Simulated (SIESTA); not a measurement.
Crystal: CdSe (Cadmoselite).

```
Cd Se
1.0
     4.30000    0.00000    0.00000
    -2.15000    3.72391    0.00000
     0.00000    0.00000    7.02000
Cd Se
2 2
Direct
  0.66667 0.33333 0.50000
  0.33333 0.66667 0.00000
  0.66667 0.33333 0.88500
  0.33333 0.66667 0.38500
```

Base run:

- Program: SIESTA 5.4.2
- Functional: PBEsol
- Potentials or basis: PseudoDojo 0.4 standard (PBEsol files)
- Basis: DZP (energy shift 0.003 Ry; two zetas on semicore shells)
- Grid cutoff: 800 Ry
- Energy shift: 0.003 Ry
- k mesh: 7 × 7 × 4
- Occupations: fermi-dirac, width 0.05 eV
- Spin: no spin polarisation

Its results: band gap on the k mesh 0.81 eV, direct; pressure 0.4 GPa; largest force 0.306 eV/Å.

Question: The run is repeated on the same cell with these changes: functional from PBEsol to LDA; potentials or basis from PseudoDojo 0.4 standard (PBEsol files) to PseudoDojo 0.4 standard (LDA files). What comes out?

Answer: Band gap on the k mesh 0.66 eV, direct; pressure -1.6 GPa; largest force 0.297 eV/Å.

Caveats: the basis of atomic orbitals isn't converged, which shifts pressures, moduli and gaps.
